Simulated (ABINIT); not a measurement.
Write the native input for ABINIT 10.8.3 (patched build) that does the following.

* Task: equation of state
* Functional: revPBE
* Dispersion: D3
* Potentials or basis: JTH PAW PBE v2.0
* Cutoff: 626 eV
* k mesh: 12 × 12 × 12
* Occupations: fermi-dirac, width 0.05 eV
* Spin: no spin polarisation
* Fine-grid cutoff: 1224.51 eV
* Exchange and correlation inside the PAW spheres: full angular mesh (pawxcdev 0, this build's default; the released program takes 1)

Crystal: Pd.

```
CELL_PARAMETERS angstrom
0.00000 1.94650 1.94650
1.94650 0.00000 1.94650
1.94650 1.94650 0.00000
ATOMIC_POSITIONS crystal
Pd 0.00000 0.00000 0.00000
```

These files were run (other wordings do the same):

run.abi

```
# Datasets: one volume each
ndtset 7
getwfk -1
scalecart1 3*0.9795861087
scalecart2 3*0.9864848297
scalecart3 3*0.9932883884
scalecart4 3*1.0000000000
scalecart5 3*1.0066227096
scalecart6 3*1.0131594038
scalecart7 3*1.0196128224

# Pseudopotentials
pp_dirpath "./"
pseudos "Pd.GGA_PBE-JTH.xml"

# Structure
acell 5.2019751464 5.2019751464 5.2019751464
rprim
     0.0000000000     0.7071067812     0.7071067812
     0.7071067812     0.0000000000     0.7071067812
     0.7071067812     0.7071067812     0.0000000000
ntypat 1
znucl 46
natom 1
typat 1
xred
     0.0000000000     0.0000000000     0.0000000000

# Plane-wave basis
ecut 23.0
pawecutdg 45.0

# k points
kptopt 1
ngkpt 12 12 12
nshiftk 1
shiftk 0.0 0.0 0.0

# Exchange and correlation
ixc 14
vdw_xc 6

# Bands and occupations
nband 13
occopt 3
tsmear 0.00183747

# SCF cycle
nstep 100
tolvrs 1.0e-9

# Output
iomode 3
prtwf 1
prtden 0
prteig 0
prtebands 0
enunit 2
```

Potentials or basis: JTH PAW PBE v2.0.

Run with:

```sh
$ abinit run.abi > log 2>&1
```

It gave:

The equilibrium volume is 14.50 Å³/atom and the bulk modulus is 182 GPa. The pressure derivative of the bulk modulus is 4.9 (rough: it moves with the points fitted).

Caveat: pressures at fixed basis lie under the slope of the energies; the PAW data sets were made with another functional, which shifts forces and pressure a little.

It took 110 s on 1 thread of Intel(R) Xeon(R) 6975P-C (Granite Rapids), on a shared host, peak memory 0.16 GiB.
